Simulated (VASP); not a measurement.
# Pt in VASP: a series of runs

Runs on Pt. Level: PBE. Tasks: single point.

All numbers are computed with VASP 6.6.1; they aren't measurements. Logs are shortened: lines on timing, memory, paths and dates and some standing lists are left out, and cuts for length are marked.

**1. The slab as given**

The cell holds a slab with vacuum, 8 atoms: a = 2.769 Å, b = 3.916 Å, c = 21.691 Å, α = 90.00°, β = 90.00°, γ = 90.00°.

The slab is cut from a database's or a generator's crystal, which needn't be the stable form of the element.

**2. Single point, PBE**

Input file INCAR:

```
PREC = Accurate ; ENCUT = 250
EDIFF = 1E-7 ; ISMEAR = 1
SIGMA = 0.1 ; LREAL = False
LASPH = True ; NELM = 120
ALGO = Normal ; ISIF = 2
LWAVE = False ; LCHARG = False
LDIPOL = True ; IDIPOL = 3
DIPOL = 0.5 0.5 0.500 ; GGA = PE
NBANDS = 56 ; LVHAR = True
LVACPOTAV = True
```

Input file KPOINTS:

```
regular mesh
0
Gamma
  6 4 1
```

Input file POSCAR:

```
Pt
1.0
    2.7688887338      0.0000000000      0.0000000000
    0.0000000000      3.9158000000      0.0000000000
    0.0000000000      0.0000000000     21.6911105682
Pt
8
Direct
    0.5000000000      0.5000000000      0.2766110099
    0.0000000000      0.0000000000      0.3404364356
    0.5000000000      0.5000000000      0.4042618614
    0.0000000000      0.0000000000      0.4680872871
    0.5000000000      0.5000000000      0.5319127129
    0.0000000000      0.0000000000      0.5957381386
    0.5000000000      0.5000000000      0.6595635644
    0.0000000000      0.0000000000      0.7233889901
```

Potentials or basis: VASP PAW PBE potentials, release 64 (Pt).

On the command line:

```console
$ cat potpaw_PBE.64/Pt/POTCAR > POTCAR
$ mpirun -np 1 vasp_std > vasp.out
```

OUTCAR:

```text
PREC = Accurate
   ENCUT = 250
   EDIFF = 1E-7
   ISMEAR = 1
   LREAL = False
   LASPH = True
   NELM = 120
   ISIF = 2
   GGA = PE

 Found     12 irreducible k-points:

 Following reciprocal coordinates:
            Coordinates               Weight
  0.000000  0.000000  0.000000      1.000000
  0.166667  0.000000  0.000000      2.000000
  0.333333  0.000000  0.000000      2.000000
  0.500000  0.000000  0.000000      1.000000
  0.000000  0.250000  0.000000      2.000000
  0.166667  0.250000  0.000000      4.000000
   k-points           NKPTS =     12   k-points in BZ     NKDIM =     12   number of bands    NBANDS=     56
   number of dos      NEDOS =    301   number of ions     NIONS =      8
   total plane-waves  NPLWV =  31360
   dimension x,y,z NGX =    14 NGY =   20 NGZ =  112
   dimension x,y,z NGXF=    28 NGYF=   40 NGZF=  224
   ions per type =               8
   NGX,Y,Z   is equivalent  to a cutoff of   8.41,  8.49,  8.58 a.u.
   NGXF,Y,Z  is equivalent  to a cutoff of  16.81, 16.98, 17.17 a.u.
 SYSTEM =  unknown system
   PREC   = accura    normal or accurate (medium, high low for compatibility)
   ISTART =      0    job   : 0-new  1-cont  2-samecut
   ICHARG =      2    charge: 1-file 2-atom 10-const
   ISPIN  =      1    spin polarized calculation?
   LNONCOLLINEAR =      F non collinear calculations
   LSORBIT =      F    spin-orbit coupling
   LASPH  =      T    aspherical Exc in radial PAW
   ENCUT  =  250.0 eV  18.37 Ry    4.29 a.u.   3.57  5.05 27.96*2*pi/ulx,y,z
   NELM   =    120;   NELMIN=  2; NELMDL= -5     # of ELM steps
   EDIFF  = 0.1E-06   stopping-criterion for ELM
   LREAL  =      F    real-space projection
   EDIFFG = 0.1E-05   stopping-criterion for IOM
   NSW    =      0    number of steps for IOM
   IBRION =     -1    ionic relax: 0-MD 1-quasi-New 2-CG
   NFREE  =      0    steps in history (QN), initial steepest desc. (CG)
   ISIF   =      2    stress and relaxation
   ISYM   =      2    0-nonsym 1-usesym 2-fastsym
   POTIM  = 0.5000    time-step for ionic-motion
   TEBEG  =    0.0;   TEEND  =   0.0 temperature during run
   PSTRESS=    0.0 pullay stress
   NELECT =      80.0000    total number of electrons
   NUPDOWN=      -1.0000    fix difference up-down
   EMIN   =  10.00;   EMAX   =-10.00  energy-range for DOS
   EFERMI =   0.00;   METHOD = LEGACY
   ISMEAR =     1;   SIGMA  =   0.10  broadening in eV -4-tet -1-fermi 0-gaus
   EFERMI_NEDOS =   21; number of points for ismear=-14 and -15
   IALGO  =     38    algorithm
   IMIX   =      4    mixing-type and parameters
     AMIX     =   0.40;   BMIX     =  1.00
     AMIX_MAG =   1.60;   BMIX_MAG =  1.00
  volume/ion in A,a.u.               =      29.40       198.39
  Fermi-wavevector in a.u.,A,eV,Ry     =   1.142796  2.159572 17.768988  1.305984
  Thomas-Fermi vector in A             =   2.279493
   LORBIT       =      0    0 simple, 1 ext, 2 COOP (PROOUT), +10 PAW based schemes
   GGA     = PE    functional components
   LHFCALC =     F    Hartree Fock is set to
   AEXX    =    0.0000 exact exchange contribution
   IVDW    =     0    specifies the selected vdW correction
   LEPSILON=     F    determine dielectric tensor
   LRPA    =     F    only Hartree local field effects (RPA)
 non-spin polarized calculation
 Methfessel and Paxton  Order N= 1 SIGMA  =   0.10
  energy-cutoff  :      250.00
  volume of cell :      235.18
 maximum number of plane-waves:      2135
   NGX =  7   NGY = 11   NGZ = 55

 dipolmoment           0.000000      0.000000      0.000000 electrons x Angstroem

 number of electron      80.0000164 magnetization

 dipolmoment           0.000000      0.000000     -0.000000 electrons x Angstroem

 Free energy of the ion-electron system (eV)
  ---------------------------------------------------
  ext. energy  EPLUGINS =         0.00000000
  ---------------------------------------------------
  free energy    TOTEN  =       -46.14463082 eV

  energy without entropy =      -46.12212215  energy(sigma->0) =      -46.13712793

 E-fermi :   3.1274     XC(G=0):  -7.8401

 val. band max:        3.1219055456   @ k =   0.3333   0.2500   0.0000
 cond. band min:       3.1414221207   @ k =   0.3333   0.2500   0.0000
 fundamental gap:      0.0195165751
 Fermi energy:         3.1273869130

 k-point     1 :       0.0000    0.0000    0.0000
  band No.  band energies     occupation
      1      -6.7248      2.00000
      2      -5.6456      2.00000
      3      -4.2064      2.00000
      4      -3.7098      2.00000
      5      -3.2435      2.00000
      6      -3.1649      2.00000
[... 44 lines left out ...]
     51       8.6268      0.00000
     52      10.4586      0.00000

 k-point     2 :       0.1667    0.0000    0.0000
  band No.  band energies     occupation
      1      -6.0082      2.00000
      2      -4.9870      2.00000
      3      -3.7078      2.00000
      4      -3.2085      2.00000
      5      -2.7913      2.00000
      6      -2.6523      2.00000
[... 44 lines left out ...]
     51       9.6678      0.00000
     52      10.5370      0.00000

 k-point     3 :       0.3333    0.0000    0.0000
  band No.  band energies     occupation
      1      -4.2515      2.00000
      2      -3.7463      2.00000
      3      -3.5090      2.00000
      4      -3.2146      2.00000
      5      -2.9278      2.00000
      6      -2.9207      2.00000
[... 44 lines left out ...]
     51      10.6743      0.00000
     52      10.8442      0.00000

 k-point     4 :       0.5000    0.0000    0.0000
  band No.  band energies     occupation
      1      -3.7303      2.00000
      2      -3.7303      2.00000
      3      -3.2871      2.00000
      4      -3.2871      2.00000
      5      -3.0796      2.00000
      6      -3.0796      2.00000
[... 44 lines left out ...]
     51      12.1482      0.00000
     52      12.1482      0.00000

 k-point     5 :       0.0000    0.2500    0.0000
  band No.  band energies     occupation
      1      -5.9415      2.00000
      2      -5.0537      2.00000
      3      -4.1422      2.00000
      4      -3.5359      2.00000
      5      -3.4643      2.00000
      6      -3.2049      2.00000
[... 44 lines left out ...]
     51       8.7572      0.00000
     52       9.3867      0.00000

 k-point     6 :       0.1667    0.2500    0.0000
  band No.  band energies     occupation
      1      -5.3074      2.00000
      2      -4.3949      2.00000
      3      -3.5397      2.00000
      4      -3.0495      2.00000
      5      -2.9002      2.00000
      6      -2.5350      2.00000
[... 44 lines left out ...]
     51       9.0982      0.00000
     52      10.0110      0.00000

 [... further k-points ...]

 [bands above 52 left out]

------------------------ aborting loop because EDIFF is reached ----------------------------------------

  FORCE on cell =-STRESS in cart. coord.  units (eV):
  Direction    XX          YY          ZZ          XY          YZ          ZX
  --------------------------------------------------------------------------------------
  -------------------------------------------------------------------------------------
  Total       -2.0413397      2.3493692      4.0015219      0.0000000      0.0000000      0.0000000
  in kB      -13.9065073     16.0049403     27.2601340      0.0000000      0.0000000      0.0000000
  external PRESSURE =       9.7861890 kB  Pullay stress =       0.0000000 kB

 VOLUME and BASIS-vectors are now :
 -----------------------------------------------------------------------------
  energy-cutoff  :      250.00
  volume of cell :      235.18
      direct lattice vectors                 reciprocal lattice vectors
     2.768888734  0.000000000  0.000000000     0.361155718  0.000000000  0.000000000
     0.000000000  3.915800000  0.000000000     0.000000000  0.255375658  0.000000000
     0.000000000  0.000000000 21.691110568     0.000000000  0.000000000  0.046101835

 POSITION                                       TOTAL-FORCE (eV/Angst)
 -----------------------------------------------------------------------------------
      1.38444      1.95790      6.00000         0.000000      0.000000      0.362540
      0.00000      0.00000      7.38444         0.000000      0.000000     -1.130131
      1.38444      1.95790      8.76889         0.000000      0.000000     -0.142588
      0.00000      0.00000     10.15333         0.000000      0.000000      0.283037
      1.38444      1.95790     11.53778         0.000000      0.000000     -0.283037
      0.00000      0.00000     12.92222         0.000000      0.000000      0.142588
      1.38444      1.95790     14.30667         0.000000      0.000000      1.130131
      0.00000      0.00000     15.69111         0.000000      0.000000     -0.362540
 -----------------------------------------------------------------------------------
    total drift:                                0.000000     -0.000000      0.000000

  FREE ENERGIE OF THE ION-ELECTRON SYSTEM (eV)
  ---------------------------------------------------
  free  energy   TOTEN  =       -46.1446308224 eV

  energy  without entropy=      -46.1221221477  energy(sigma->0) =      -46.13712793

 vacuum level on the upper side and lower side of the slab         8.456         8.456
```

It took 2 min on 1 thread of Intel Xeon Platinum 8259CL at 2.50GHz (Skylake/Cascade Lake), shared host; peak memory 0.19 GiB.

The run converged, but some of its settings lie outside the range that counts as converged, so its numbers aren't taken as properties of the slab.

Results:

```
Free energy                     : -46.1446 eV
Largest force                   : 1.130 eV/Å
Band gap on the k mesh          : none (metal or under the smearing width)
Work function of the upper face : 5.33 eV
Work function of the lower face : 5.33 eV
```

Caveat: the k mesh is coarse (spacing up to 0.40 Å⁻¹), so the values aren't converged; the cutoff is under 1.25 times the usual one of these potentials, so pressure, stress and relaxed cells hold a basis-set (Pulay) error.

**3. Single point, PBE**

INCAR, as its differences from that of step 2:

```diff
@@ -1,2 +1,2 @@
-PREC = Accurate ; ENCUT = 250
+PREC = Accurate ; ENCUT = 400
 EDIFF = 1E-7 ; ISMEAR = 1
```

KPOINTS is that of step 2.

POSCAR is that of step 2.

Potentials or basis: VASP PAW PBE potentials, release 64 (Pt).

On the command line:

```console
$ cat potpaw_PBE.64/Pt/POTCAR > POTCAR
$ mpirun -np 1 vasp_std > vasp.out
```

OUTCAR:

```text
PREC = Accurate
   ENCUT = 400
   EDIFF = 1E-7
   ISMEAR = 1
   LREAL = False
   LASPH = True
   NELM = 120
   ISIF = 2
   GGA = PE

 Found     12 irreducible k-points:

 Following reciprocal coordinates:
            Coordinates               Weight
  0.000000  0.000000  0.000000      1.000000
  0.166667  0.000000  0.000000      2.000000
  0.333333  0.000000  0.000000      2.000000
  0.500000  0.000000  0.000000      1.000000
  0.000000  0.250000  0.000000      2.000000
  0.166667  0.250000  0.000000      4.000000
   k-points           NKPTS =     12   k-points in BZ     NKDIM =     12   number of bands    NBANDS=     56
   number of dos      NEDOS =    301   number of ions     NIONS =      8
   total plane-waves  NPLWV =  72576
   dimension x,y,z NGX =    18 NGY =   28 NGZ =  144
   dimension x,y,z NGXF=    36 NGYF=   56 NGZF=  288
   ions per type =               8
   NGX,Y,Z   is equivalent  to a cutoff of  10.81, 11.89, 11.04 a.u.
   NGXF,Y,Z  is equivalent  to a cutoff of  21.61, 23.77, 22.07 a.u.
 SYSTEM =  unknown system
   PREC   = accura    normal or accurate (medium, high low for compatibility)
   ISTART =      0    job   : 0-new  1-cont  2-samecut
   ICHARG =      2    charge: 1-file 2-atom 10-const
   ISPIN  =      1    spin polarized calculation?
   LNONCOLLINEAR =      F non collinear calculations
   LSORBIT =      F    spin-orbit coupling
   LASPH  =      T    aspherical Exc in radial PAW
   ENCUT  =  400.0 eV  29.40 Ry    5.42 a.u.   4.52  6.39 35.37*2*pi/ulx,y,z
   NELM   =    120;   NELMIN=  2; NELMDL= -5     # of ELM steps
   EDIFF  = 0.1E-06   stopping-criterion for ELM
   LREAL  =      F    real-space projection
   EDIFFG = 0.1E-05   stopping-criterion for IOM
   NSW    =      0    number of steps for IOM
   IBRION =     -1    ionic relax: 0-MD 1-quasi-New 2-CG
   NFREE  =      0    steps in history (QN), initial steepest desc. (CG)
   ISIF   =      2    stress and relaxation
   ISYM   =      2    0-nonsym 1-usesym 2-fastsym
   POTIM  = 0.5000    time-step for ionic-motion
   TEBEG  =    0.0;   TEEND  =   0.0 temperature during run
   PSTRESS=    0.0 pullay stress
   NELECT =      80.0000    total number of electrons
   NUPDOWN=      -1.0000    fix difference up-down
   EMIN   =  10.00;   EMAX   =-10.00  energy-range for DOS
   EFERMI =   0.00;   METHOD = LEGACY
[... 20 lines left out ...]
 maximum number of plane-waves:      4316
   NGX =  9   NGY = 13   NGZ = 71

 dipolmoment           0.000000      0.000000     -0.000000 electrons x Angstroem

 number of electron      80.0000004 magnetization

 dipolmoment           0.000000      0.000000      0.000000 electrons x Angstroem

 Free energy of the ion-electron system (eV)
  ---------------------------------------------------
  ext. energy  EPLUGINS =         0.00000000
  ---------------------------------------------------
  free energy    TOTEN  =       -46.08419039 eV

  energy without entropy =      -46.06172588  energy(sigma->0) =      -46.07670222

 E-fermi :   3.1233     XC(G=0):  -7.8377

 val. band max:        3.1175959899   @ k =   0.3333   0.2500   0.0000
 cond. band min:       3.1369263142   @ k =   0.3333   0.2500   0.0000
 fundamental gap:      0.0193303243
 Fermi energy:         3.1233080638

 k-point     1 :       0.0000    0.0000    0.0000
  band No.  band energies     occupation
      1      -6.7154      2.00000
      2      -5.6366      2.00000
      3      -4.1984      2.00000
      4      -3.7105      2.00000
      5      -3.2452      2.00000
      6      -3.1661      2.00000
[... 319 lines left out ...]
     51       9.0986      0.00000
     52      10.0081      0.00000

 [... further k-points ...]

 [bands above 52 left out]

------------------------ aborting loop because EDIFF is reached ----------------------------------------

  FORCE on cell =-STRESS in cart. coord.  units (eV):
  Direction    XX          YY          ZZ          XY          YZ          ZX
  --------------------------------------------------------------------------------------
  -------------------------------------------------------------------------------------
  Total       -1.6098087      2.7767414      4.4549412      0.0000000      0.0000000      0.0000000
  in kB      -10.9667276     18.9163882     30.3490265      0.0000000      0.0000000      0.0000000
  external PRESSURE =      12.7662290 kB  Pullay stress =       0.0000000 kB

 VOLUME and BASIS-vectors are now :
 -----------------------------------------------------------------------------
  energy-cutoff  :      400.00
  volume of cell :      235.18
      direct lattice vectors                 reciprocal lattice vectors
     2.768888734  0.000000000  0.000000000     0.361155718  0.000000000  0.000000000
     0.000000000  3.915800000  0.000000000     0.000000000  0.255375658  0.000000000
     0.000000000  0.000000000 21.691110568     0.000000000  0.000000000  0.046101835

 POSITION                                       TOTAL-FORCE (eV/Angst)
 -----------------------------------------------------------------------------------
      1.38444      1.95790      6.00000         0.000000      0.000000      0.357513
      0.00000      0.00000      7.38444         0.000000      0.000000     -1.128611
      1.38444      1.95790      8.76889         0.000000      0.000000     -0.144845
      0.00000      0.00000     10.15333         0.000000      0.000000      0.281012
      1.38444      1.95790     11.53778         0.000000      0.000000     -0.281012
      0.00000      0.00000     12.92222         0.000000      0.000000      0.144845
      1.38444      1.95790     14.30667         0.000000      0.000000      1.128611
      0.00000      0.00000     15.69111         0.000000      0.000000     -0.357513
 -----------------------------------------------------------------------------------
    total drift:                                0.000000      0.000000      0.000000

  FREE ENERGIE OF THE ION-ELECTRON SYSTEM (eV)
  ---------------------------------------------------
  free  energy   TOTEN  =       -46.0841903882 eV

  energy  without entropy=      -46.0617258753  energy(sigma->0) =      -46.07670222

 vacuum level on the upper side and lower side of the slab         8.451         8.451
```

stdout:

```text
POSCAR found type information on POSCAR Pt
 POSCAR found :  1 types and       8 ions
 scaLAPACK will be used
 LDA part: xc-table for (Slater+PW92), standard interpolation
 POSCAR, INCAR and KPOINTS ok, starting setup
 FFT: planning ... GRIDC
 FFT: planning ... GRID_SOFT
 FFT: planning ... GRID
 WAVECAR not read
 entering main loop
 -----------------------------------------------------------------------------
|                                                                             |
|           W    W    AA    RRRRR   N    N  II  N    N   GGGG   !!!           |
|           W    W   A  A   R    R  NN   N  II  NN   N  G    G  !!!           |
|           W    W  A    A  R    R  N N  N  II  N N  N  G       !!!           |
|           W WW W  AAAAAA  RRRRR   N  N N  II  N  N N  G  GGG   !            |
|           WW  WW  A    A  R   R   N   NN  II  N   NN  G    G                |
|           W    W  A    A  R    R  N    N  II  N    N   GGGG   !!!           |
|                                                                             |
|     Did not find any points to average over, which means that no vacuum     |
|     field-free region was found. Please increase the size of  your cell     |
|     in the dimension of the dipole correction to obtain accurate            |
|     workfunction values.                                                    |
|                                                                             |
 -----------------------------------------------------------------------------
```

Run time: 4.4 min. Hardware: 1 thread of Intel Xeon Platinum 8259CL at 2.50GHz (Skylake/Cascade Lake), shared host; peak memory 0.28 GiB.

These settings aren't checked as converged: the numbers below hold their error.

Results:

```yaml
Free_energy: -46.0842 eV
Largest_force: 1.129 eV/Å
Band_gap_on_the_k_mesh: none (metal or under the smearing width)
Work_function_of_the_upper_face: 5.33 eV
Work_function_of_the_lower_face: 5.33 eV
```

Caveat: the k mesh is coarse (spacing up to 0.40 Å⁻¹), so the values aren't converged.

**4. Single point, PBE**

INCAR, as its differences from that of step 3:

```diff
@@ -1,2 +1,2 @@
-PREC = Accurate ; ENCUT = 400
+PREC = Accurate ; ENCUT = 600
 EDIFF = 1E-7 ; ISMEAR = 1
```

KPOINTS is that of step 3.

POSCAR is that of step 3.

On the command line:

```console
$ cat potpaw_PBE.64/Pt/POTCAR > POTCAR
$ mpirun -np 1 vasp_std > vasp.out
```

It took 6.5 min on 1 thread of Intel Xeon Platinum 8259CL at 2.50GHz (Skylake/Cascade Lake), shared host; peak memory 0.42 GiB.

The run converged, but some of its settings lie outside the range that counts as converged, so its numbers aren't taken as properties of the slab.

Results:

```yaml
Free_energy: -46.0884 eV
Largest_force: 1.128 eV/Å
Band_gap_on_the_k_mesh: none (metal or under the smearing width)
Work_function_of_the_upper_face: 5.33 eV
Work_function_of_the_lower_face: 5.33 eV
```

Caveat: the k mesh is coarse (spacing up to 0.40 Å⁻¹), so the values aren't converged.

(Continued in part 2 of 2.)
